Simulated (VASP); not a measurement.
Input of a VASP 6.6.1 run:

The input INCAR:

```
PREC = Accurate
ENCUT = 600
EDIFF = 1E-6
ISMEAR = 0
SIGMA = 0.03
LREAL = False
LASPH = True
NELM = 120
ALGO = Normal
ISIF = 3
LWAVE = False
LCHARG = False
METAGGA = R2SCAN
LMIXTAU = True
LUSE_VDW = True
IVDW_NL = 2
BPARAM = 11.95
CPARAM = 0.0093
IBRION = 2
NSW = 40
EDIFFG = -0.005
LATTICE_CONSTRAINTS = .TRUE. .TRUE. .FALSE.
KPAR = 4
```

File KPOINTS:

```
Automatic mesh
0
Gamma
  12 12 1
```

POSCAR

```
Te2Mo
1.0
    3.5200000000      0.0000000000      0.0000000000
   -1.7600000000      3.0484094200      0.0000000000
    0.0000000000      0.0000000000     19.6200000000
Te Mo
2 1
Direct
    0.6666670000      0.3333330000      0.4077472000
    0.6666670000      0.3333330000      0.5922528000
    0.3333330000      0.6666670000      0.5000000000
```

Potentials or basis: VASP PAW PBE potentials, release 64 (Te, Mo_sv).

The run is started by

```console
$ cat potpaw_PBE.64/Te/POTCAR potpaw_PBE.64/Mo_sv/POTCAR > POTCAR
$ mpirun -np 4 vasp_std > vasp.out
```

Question: Predict the band gap on the k mesh.

Answer: 1.17 eV, direct.

Question: What does it give for the space group after relaxing (to 0.05 Å)?

Answer: P-6m2 (No. 187).

Question: What does it give for the relaxed volume?

Answer: 71.14 Å³/atom.

The path:
| step | energy change (eV) | largest force (eV/Å) | pressure (GPa) | volume (Å³) |
| --- | --- | --- | --- | --- |
| 1 | 0.0000 | 0.0683 | 0.14 | 210.53 |
| 2 | -0.0023 | 0.1451 | -0.23 | 213.40 |
| 3 | -0.0024 | 0.1296 | -0.15 | 212.81 |
| 4 | -0.0036 | 0.0484 | -0.06 | 213.17 |
| 5 | -0.0038 | 0.0035 | 0.00 | 213.41 |

Caveat: the PAW data sets were made with another functional, which shifts forces and pressure a little; spin-orbit coupling is left out, which moves the levels of the heavy elements. r2SCAN opens gaps a little over a GGA but as a rule still falls short of measured ones.
